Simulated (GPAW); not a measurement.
# SnTe (Fm-3m) in GPAW: further runs

One crystal, SnTe, is run at these levels: PBEsol+D3(BJ), BEEF-vdW, M06-L, LDA; tasks: equation of state, band structure.

All numbers are computed with GPAW 26.7.0; they aren't measurements. Logs are shortened: lines on timing, memory, paths and dates and some standing lists are left out, and cuts for length are marked. The log counts tension as positive stress, the text compression.

**What was measured.**

A printed reference work, textbook reports, for a bulk crystal of SnTe at 300 K: band gap 0.18 eV (direct).

The runs below are set against these values where they give the same quantity.

### 1 Starting point

It takes space group Fm-3m (No. 225, cubic). Conventional cell: a = 6.302 Å, b = 6.302 Å, c = 6.302 Å, α = 90.00°, β = 90.00°, γ = 90.00°. Te (site symmetry m-3m) has 6 Sn at 3.15 Å as nearest neighbours. Sn (site symmetry m-3m) is surrounded by 6 Te at 3.15 Å.

### 2 Equation of state, PBEsol+D3(BJ)

File run.py:

```python
from ase.calculators.mixing import SumCalculator
from ase.eos import EquationOfState
from ase.io import Trajectory, read
from ase.units import GPa
from dftd3.ase import DFTD3
from gpaw import GPAW, PW, setup_paths

setup_paths.insert(0, '.')

atoms = read('POSCAR')

traj = Trajectory('eos.traj', 'w')
volumes, energies = [], []
for x in [0.94, 0.96, 0.98, 1.0, 1.02, 1.04, 1.06]:
    a = atoms.copy()
    a.set_cell(atoms.cell * x**(1 / 3), scale_atoms=True)
    calc = GPAW(mode=PW(600),
                xc='PBEsol',
                kpts={'size': (6, 6, 6), 'gamma': True},
                occupations={'name': 'fermi-dirac', 'width': 0.05},
                nbands=19,
                convergence={'density': 1e-05, 'energy': 1e-05},
                maxiter=150,
                txt=f'eos-{x:.2f}.txt')
    a.calc = SumCalculator([calc, DFTD3(method='pbesol', damping='d3bj')])
    energies.append(a.get_potential_energy())
    volumes.append(a.get_volume())
    p = -a.get_stress()[:3].mean() / GPa
    calc.write(f'eos-{x:.2f}.gpw')
    traj.write(a)
    print(f'{x:.2f} {volumes[-1]:10.4f} A^3 {energies[-1]:14.6f} eV {p:9.3f} GPa', flush=True)

v0, e0, B = EquationOfState(volumes, energies, eos='birchmurnaghan').fit()
print(f'V0 = {v0:.4f} A^3, E0 = {e0:.6f} eV, B0 = {B / GPa:.2f} GPa')
```

File POSCAR:

```
SnTe
1.0
    0.0000000000      3.1508500000      3.1508500000
    3.1508500000      0.0000000000      3.1508500000
    3.1508500000      3.1508500000      0.0000000000
Te Sn
1 1
Direct
    0.5000000000      0.5000000000      0.5000000000
    0.0000000000      0.0000000000      0.0000000000
```

Potentials or basis: PAW data sets generated in the run's folder for this functional, pw.

Command:

```bash
$ gpaw-setup -f PBEsol Sn Te
$ OMP_NUM_THREADS=1 python run.py
```

The log of the run:

```text
__  _  _
 | _ |_)|_||  |
 |__||  | ||/\| - 26.7.0

Input parameters:
  mode=PW(ecut=600.0),
  convergence={'density': 1e-05, 'energy': 1e-05},
  kpts=MonkhorstPack(size=(6, 6, 6), gamma=True),
  maxiter=150,
  nbands=19,
  occupations=Occupations(name='fermi-dirac', width=0.05),
  xc=XC(name='PBEsol')

Diagonalizing LCAO Hamiltonian
Converting LCAO to pw mode

                Te

       Sn

Atoms  # Å, Bohr magnetons
|   | symbol |        x |        y |        z |    initial magnetic moments |
|---|--------|----------|----------|----------|-----------------------------|
| 0 |     Te | 3.108266 | 3.108266 | 3.108266 | ( 0.0000,  0.0000,  0.0000) |
| 1 |     Sn | 0.000000 | 0.000000 | 0.000000 | ( 0.0000,  0.0000,  0.0000) |

Unit cell  # Å
| periodic |        x |        y |        z |  lengths |    angles |
|----------|----------|----------|----------|----------|-----------|
|      yes | 0.000000 | 3.108266 | 3.108266 | 4.395752 | 60.000000 |
|      yes | 3.108266 | 0.000000 | 3.108266 | 4.395752 | 60.000000 |
|      yes | 3.108266 | 3.108266 | 0.000000 | 4.395752 | 60.000000 |

Number of symmetries: 48
[... 51 lines left out ...]

BZ-sampling:
  Number of BZ points: 216
  Number of IBZ points: 16

  Monkhorst-Pack size: [6, 6, 6]
  Monkhorst-Pack shift: [0.08333333333333333, 0.08333333333333333, 0.08333333333333333]

K-points  # in reciprocal-cell coordinates
|     |                                coordinates |     weight |
|-----|--------------------------------------------|------------|
|   0 | (  0.00000000,   0.00000000,   0.00000000) | 0.00462963 |
|   1 | (  0.16666667,   0.16666667,   0.00000000) | 0.02777778 |
|   2 | (  0.16666667,   0.16666667,   0.16666667) | 0.03703704 |
|   3 | (  0.33333333,   0.16666667,   0.16666667) | 0.05555556 |
|   4 | (  0.33333333,   0.33333333,  -0.33333333) | 0.05555556 |
|   5 | (  0.33333333,   0.33333333,   0.00000000) | 0.02777778 |
|   6 | (  0.33333333,   0.33333333,   0.16666667) | 0.11111111 |
|   7 | (  0.33333333,   0.33333333,   0.33333333) | 0.03703704 |
|   8 | (  0.50000000,   0.33333333,  -0.33333333) | 0.11111111 |
|   9 | (  0.50000000,   0.33333333,  -0.16666667) | 0.05555556 |
| ... |                                            |            |
|  15 | (  0.50000000,   0.50000000,   0.50000000) | 0.01851852 |

Plane wave coefficients: 2044
Cutoff: 600.0 eV

Spin-components: 1 (collinear spins)
Bands:           19
Projectors:      11
Spin-degeneracy: 2
Datatype:        complex128

Parallelization:
  kpt:    1
  domain: 1
  band:   1

Density:
  Valence electrons: 20.0
  Components: 1
  Grid points: [25 25 25]
  Charge: 0.0  # |e|

Potential:
  Grid points: [25 25 25]

species:
  Te:
    name:    Tellurium
    Z:       52.0
    valence: 6
    core:    46
    charge:  0.0  # [|e|]
    compensation charges:
      type: gauss
      rc: 0.36  # [Å]
      lmax: 2
    cutoffs:
      filter: 2.09  # [Å]
      core: 3.17  # [Å]
    projectors
    | kind |    occ | energy [eV] | rcut [Å] |
    |------|--------|-------------|----------|
    |   5s |  2.000 |     -15.132 |    1.180 |
    |   5p |  4.000 |      -5.970 |    1.196 |
    |    s |        |      12.080 |    1.180 |
    |    p |        |      21.241 |    1.196 |
    |    d |        |       0.000 |    1.238 |

    Using partial waves for Te as LCAO basis

  Sn:
    name:    Tin
    Z:       50.0
    valence: 14
    core:    36
    charge:  0.0  # [|e|]
    compensation charges:
      type: gauss
      rc: 0.38  # [Å]
      lmax: 2
    cutoffs:
      filter: 2.23  # [Å]
      core: 2.35  # [Å]
    projectors
    | kind |    occ | energy [eV] | rcut [Å] |
    |------|--------|-------------|----------|
    |   5s |  2.000 |     -10.584 |    1.201 |
    |   5p |  2.000 |      -3.711 |    1.270 |
    |   4d | 10.000 |     -25.798 |    1.185 |
    |    s |        |      16.628 |    1.201 |
    |    p |        |      23.501 |    1.270 |
    |    d |        |       1.413 |    1.185 |

    Using partial waves for Sn as LCAO basis

Reference energy: -352647.811924  # eV

eigensolver:
  PPCG
  Converge bands: occupied
  niter=2

density mixing:
  MSR1-Mixer
  Pratt-step length: 0.05
  Maximum mixing coefficient: 0.75
  Old densities: 10
  SVD Regularization: 0.005
  Good broyden scale: 1.0
  Trust region scale: 1.0
  Backstep threshold: 4.0
  History deletion threshold: 6.0
  Fourier metric: weight=20.0, sigma=0.015

occupation numbers:
  Fermi-Dirac:
    width: 0.0500  # eV

poisson solver:
  ecut: 4800.0  # eV

xc functional:
  name: PBEsol with 2 nearest neighbor stencil

convergence criteria:
- Maximum integral of absolute [dens]ity change: 1e-05 electrons / valence electron
- Maximum [total energy] change in last 3 cyles: 1e-05 eV / valence electron
- Maximum integral of absolute [eigenst]ate change: 4e-08 eV^2 / valence electron
maximum number of iterations: 150

SCF iterations
|iter     | |      energy | eigst |  dens |
|---------|-|-------------|-------|-------|
|iter:   1| |   -8.630044 | -0.08 |       |
|iter:   2| |   -8.626763 | -2.31 | -1.54 |
|iter:   3| |   -8.599599 | -2.86 | -1.57 |
|iter:   4| |   -8.599241 | -3.89 | -2.15 |
|iter:   5| |   -8.599297 | -4.97 | -2.70 |
|iter:   6| |   -8.599303c| -6.49 | -3.33 |
|iter:   7| |   -8.599303c| -7.72c| -4.25 |
|iter:   8| |   -8.599303c| -8.13c| -4.97 |
|iter:   9| |   -8.599303c| -8.60c| -5.94c|

Converged in 9 steps
Energy contributions relative to reference atoms: (reference = -352647.811924)

Energy contributions:
  Kinetic:          14.910959
  Coulomb:         -14.666400
  Zero:              0.116081
  External:          0.000000
  Xc:               -8.959396
  Entropy:          -0.001096
  Spinorbit:         0.000000
  ----------------------------
  Free energy:      -8.599851
  Extrapolated:     -8.599303

dipole moment: (-21.129670, -21.129670, -21.129670)  # |e|*Ang

Fermi level: 6.851
Eigenvalues  # (at kpt = [0.000, 0.000, 0.000])
| band index |      eig [eV] | occ [0-2] |
|------------|---------------|-----------|
|          0 |       -15.024 |     2.000 |
|        ... |               |           |
|          2 |       -15.013 |     2.000 |
|          3 |       -15.013 |     2.000 |
|          4 |       -15.013 |     2.000 |
|          5 |        -6.314 |     2.000 |
|          6 |         2.271 |     2.000 |
|          7 |         4.551 |     2.000 |
[... 9 lines left out ...]
|         17 |        13.759 |     0.000 |
|         18 |        13.759 |     0.000 |

Gap: 0.277 eV
Transition (v -> c):
  (s=0, k=15, n=9, [0.50, 0.50, 0.50]) -> (s=0, k=15, n=10, [0.50, 0.50, 0.50])
No difference between direct/indirect transitions

Stress tensor  # eV/Ang^3
|         x |         y |         z |
|-----------|-----------|-----------|
| -0.009058 |  0.000000 |  0.000000 |
|  0.000000 | -0.009058 |  0.000000 |
|  0.000000 |  0.000000 | -0.009058 |

# Writing to eos-0.96.gpw (mode='')
```

Wall time 1.7 min (1 thread of Arm Neoverse V1, shared host); peak memory 0.3 GiB.

What came out:

```
Equilibrium volume                      : 29.63 Å³/atom
Bulk modulus                            : 55 GPa
Pressure derivative of the bulk modulus : 5.5
```

Energy against volume, from the lowest point:
| volume (Å³/atom) | energy (meV/atom) |
| --- | --- |
| 29.404 | 0.00 |
| 30.030 | 0.59 |
| 30.656 | 5.34 |
| 31.281 | 13.68 |
| 31.907 | 25.24 |
| 32.532 | 39.56 |
| 33.158 | 56.19 |

The run has no spin-orbit coupling, so splittings on Te are missing.

### 3 Equation of state, BEEF-vdW

File run.py:

```python
from ase.eos import EquationOfState
from ase.io import Trajectory, read
from ase.units import GPa
from gpaw import GPAW, PW

atoms = read('SnTe.cif')

traj = Trajectory('eos.traj', 'w')
volumes, energies = [], []
for x in [0.94, 0.96, 0.98, 1.0, 1.02, 1.04, 1.06]:
    a = atoms.copy()
    a.set_cell(atoms.cell * x**(1 / 3), scale_atoms=True)
    calc = GPAW(mode=PW(600),
                xc={'name': 'BEEF-vdW', 'backend': 'libvdwxc'},
                kpts={'size': (6, 6, 6), 'gamma': True},
                occupations={'name': 'fermi-dirac', 'width': 0.05},
                nbands=19,
                convergence={'density': 1e-05, 'energy': 1e-05},
                maxiter=150,
                txt=f'eos-{x:.2f}.txt')
    a.calc = calc
    energies.append(a.get_potential_energy(force_consistent=True))
    volumes.append(a.get_volume())
    calc.write(f'eos-{x:.2f}.gpw')
    traj.write(a)
    print(f'{x:.2f} {volumes[-1]:10.4f} A^3 {energies[-1]:14.6f} eV', flush=True)

v0, e0, B = EquationOfState(volumes, energies, eos='birchmurnaghan').fit()
print(f'V0 = {v0:.4f} A^3, E0 = {e0:.6f} eV, B0 = {B / GPa:.2f} GPa')
```

File SnTe.cif:

```cif
data_SnTe
_cell_length_a 4.45597480
_cell_length_b 4.45597480
_cell_length_c 4.45597480
_cell_angle_alpha 60.00000000
_cell_angle_beta 60.00000000
_cell_angle_gamma 60.00000000
_space_group_name_H-M_alt 'P1'
_space_group_name_Hall 'P 1'
_space_group_IT_number 1
loop_
_space_group_symop_operation_xyz
'x,y,z'
loop_
_atom_site_label
_atom_site_type_symbol
_atom_site_symmetry_multiplicity
_atom_site_Wyckoff_symbol
_atom_site_fract_x
_atom_site_fract_y
_atom_site_fract_z
_atom_site_occupancy
Te1 Te 1 a 0.5000000000 0.5000000000 0.5000000000 1
Sn1 Sn 1 a 0.0000000000 0.0000000000 0.0000000000 1
```

Potentials or basis: GPAW PAW data sets (gpaw-data 1.2.1), pw.

Command:

```bash
$ OMP_NUM_THREADS=1 python run.py
```

It took 1.8 min on 1 thread of Arm Neoverse V1, shared host; peak memory 0.41 GiB.

Results (log left out):

* Equilibrium volume: 34.05 Å³/atom (rough: see the caveat)
* Bulk modulus: 38 GPa (rough)

Energy against volume, from the lowest point:
| volume (Å³/atom) | energy (meV/atom) |
| --- | --- |
| 29.404 | 92.27 |
| 30.030 | 66.17 |
| 30.656 | 44.81 |
| 31.281 | 27.88 |
| 31.907 | 15.01 |
| 32.532 | 5.82 |
| 33.158 | 0.00 |

Caveat: the minimum lies outside the volumes run; the PAW data sets were made with another functional, which shifts forces and pressure a little.

### 4 Band structure, M06-L, spin-orbit coupling, no magnetisation

File run.py:

```python
import numpy as np
from ase.dft.bandgap import bandgap
from ase.io import write
from ase.spacegroup import crystal
from ase.units import GPa
from gpaw import GPAW, PW
from gpaw.spinorbit import soc_eigenstates

# Te 4b
# Sn 4a
atoms = crystal(['Te', 'Sn'],
                basis=[[0.5, 0.0, 0.0],
                       [0.0, 0.0, 0.0]],
                spacegroup=225, setting=1,  # Fm-3m
                cellpar=[6.3017, 6.3017, 6.3017, 90.0, 90.0, 90.0],
                primitive_cell=True)

calc = GPAW(mode=PW(600),
            xc='M06-L',
            kpts={'size': (6, 6, 6), 'gamma': True},
            occupations={'name': 'fermi-dirac', 'width': 0.05},
            nbands=19,
            convergence={'density': 1e-05, 'energy': 1e-05},
            maxiter=150,
            txt='gpaw.txt')
atoms.calc = calc
energy = atoms.get_potential_energy()
forces = atoms.get_forces()
stress = atoms.get_stress()
calc.write('gs.gpw')
write('result.traj', atoms)
print(f'Energy: {energy:.6f} eV')
print('Forces (eV/A):')
print(forces.round(4))
print('Stress (GPa):', (stress / GPa).round(3))
print('Fermi level:', round(calc.get_fermi_level(), 4), 'eV')
print(f'Gap: {bandgap(calc)[0]:.4f} eV, direct: {bandgap(calc, direct=True)[0]:.4f} eV')

path = atoms.cell.bandpath('GXWKGLUWLK,UX', npoints=60, eps=1e-4)
bs_calc = calc.fixed_density(kpts=path, symmetry='off', nbands=32,
                             convergence={'bands': 'CBM+6.0', 'eigenstates': 1e-6}, txt='bands.txt')
bs = bs_calc.band_structure()
bs.write('bs.json')
print(f'Gap on the path: {bandgap(bs_calc)[0]:.4f} eV')

soc = soc_eigenstates(bs_calc, theta=0, phi=0, ignore_xc_potential=True)
np.savetxt('soc_bands.dat', soc.eigenvalues(), fmt='%.4f')
mesh = soc_eigenstates('gs.gpw', theta=0, phi=0, ignore_xc_potential=True)
np.savetxt('soc_mesh.dat', mesh.eigenvalues(), fmt='%.4f')
print('Fermi level with spin-orbit coupling:', round(mesh.fermi_level, 4), 'eV')
```

Command:

```bash
$ OMP_NUM_THREADS=1 python run.py
```

Wall time 4.7 min (1 thread of Arm Neoverse V1, shared host); peak memory 0.44 GiB.

It converged, with:

```
Free energy             : -27.9451 eV
Pressure                : 4.6 GPa
Band gap on the k mesh  : 0.24 eV, direct
Band gap along the path : 0.24 eV, direct
```

Levels at the corners of the path, in eV from the valence-band top:
```csv
point,band 17,band 18,band 19,band 20,band 21,band 22,band 23,band 24
Γ,-1.75,-1.75,-1.75,-1.75,2.96,2.96,3.87,3.87
X,-3.91,-3.91,-3.42,-3.42,1.95,1.95,4.79,4.79
W,-4.72,-4.72,-0.70,-0.70,1.13,1.13,4.40,4.40
K,-3.24,-3.24,-2.55,-2.55,2.98,2.98,3.41,3.41
Γ,-1.75,-1.75,-1.75,-1.75,2.96,2.96,3.87,3.87
L,-1.44,-1.44,0.00,0.00,0.24,0.24,0.53,0.53
U,-3.24,-3.24,-2.55,-2.55,2.98,2.98,3.41,3.41
W,-4.72,-4.72,-0.70,-0.70,1.13,1.13,4.40,4.40
L,-1.44,-1.44,0.00,0.00,0.24,0.24,0.53,0.53
K,-3.24,-3.24,-2.55,-2.55,2.98,2.98,3.41,3.41
U,-3.24,-3.24,-2.55,-2.55,2.98,2.98,3.41,3.41
X,-3.91,-3.91,-3.42,-3.42,1.95,1.95,4.79,4.79
```

Caveat: spin-orbit coupling was added after a scalar SCF, so levels and gaps hold it while energy, forces, pressure and moments don't; this program's spin-orbit splittings come out too wide for heavy elements; the PAW data sets were made with another functional, which shifts forces and pressure a little.

### 5 Equation of state, LDA

File run.py:

```python
from ase.eos import EquationOfState
from ase.io import Trajectory, read
from ase.units import GPa
from gpaw import GPAW, PW

atoms = read('POSCAR')

traj = Trajectory('eos.traj', 'w')
volumes, energies = [], []
for x in [0.94, 0.96, 0.98, 1.0, 1.02, 1.04, 1.06]:
    a = atoms.copy()
    a.set_cell(atoms.cell * x**(1 / 3), scale_atoms=True)
    calc = GPAW(mode=PW(600),
                xc='LDA',
                kpts={'size': (6, 6, 6), 'gamma': True},
                occupations={'name': 'fermi-dirac', 'width': 0.05},
                nbands=19,
                convergence={'density': 1e-05, 'energy': 1e-05},
                maxiter=150,
                txt=f'eos-{x:.2f}.txt')
    a.calc = calc
    energies.append(a.get_potential_energy(force_consistent=True))
    volumes.append(a.get_volume())
    p = -a.get_stress()[:3].mean() / GPa
    calc.write(f'eos-{x:.2f}.gpw')
    traj.write(a)
    print(f'{x:.2f} {volumes[-1]:10.4f} A^3 {energies[-1]:14.6f} eV {p:9.3f} GPa', flush=True)

v0, e0, B = EquationOfState(volumes, energies, eos='birchmurnaghan').fit()
print(f'V0 = {v0:.4f} A^3, E0 = {e0:.6f} eV, B0 = {B / GPa:.2f} GPa')
```

POSCAR is that of step 2.

Potentials or basis: the program's PAW data sets (release 1.2.1) made for this functional, pw.

Command:

```bash
$ OMP_NUM_THREADS=1 python run.py
```

Run time: 83 s. Hardware: 1 thread of Arm Neoverse V1, shared host; peak memory 0.25 GiB.

It converged, with:

* Equilibrium volume: 30.13 Å³/atom
* Bulk modulus: 52 GPa
* Pressure derivative of the bulk modulus: 4.9

Energy against volume, from the lowest point:
```
volume (Å³/atom)  energy (meV/atom)
          29.404               2.91
          30.030               0.00
          30.656               1.37
          31.281               6.52
          31.907              15.02
          32.532              26.48
          33.158              40.56
```

The run has no spin-orbit coupling, so splittings on Te are missing. Zero-point motion and thermal expansion aren't in these numbers.

### 6 The runs side by side

```csv
task,level,potentials or basis,spin,band path,band points,spin axis theta (degrees),spin axis phi (degrees),V0 of scaled cells (Å³/atom),B0 (GPa)
equation of state,PBEsol+D3(BJ),"PAW data sets generated in the run's folder for this functional, pw",off,-,-,-,-,29.63,55
equation of state,BEEF-vdW,"GPAW PAW data sets (gpaw-data 1.2.1), pw",off,-,-,-,-,-,-
band structure,M06-L,"GPAW PAW data sets (gpaw-data 1.2.1), pw","SOC, no magnetisation","GXWKGLUWLK,UX",60,0,0,-,-
equation of state,LDA,"the program's PAW data sets (release 1.2.1) made for this functional, pw",off,-,-,-,-,30.13,52
```

Alike in all rows: cell as given; k mesh 6 × 6 × 6; cutoff (eV) 600; smearing fermi-dirac 0.05 eV.

Caveats: the PAW data sets were made with another functional, which shifts forces and pressure a little (some runs); the minimum lies outside the volumes run (some runs); spin-orbit coupling was added after a scalar SCF, so levels and gaps hold it while energy, forces, pressure and moments don't (some runs); this program's spin-orbit splittings come out too wide for heavy elements (some runs).

Total energies depend on the potentials used, so only differences within one code and one set of settings carry meaning.

### 7 Comparison with measurements

Step 4. A measured gap of SnTe is 0.18 eV (direct; 300 K; a printed reference work, textbook); the calculated 0.24 eV misses it by +0.06 eV. The value is that of M06-L, without temperature or zero-point motion.
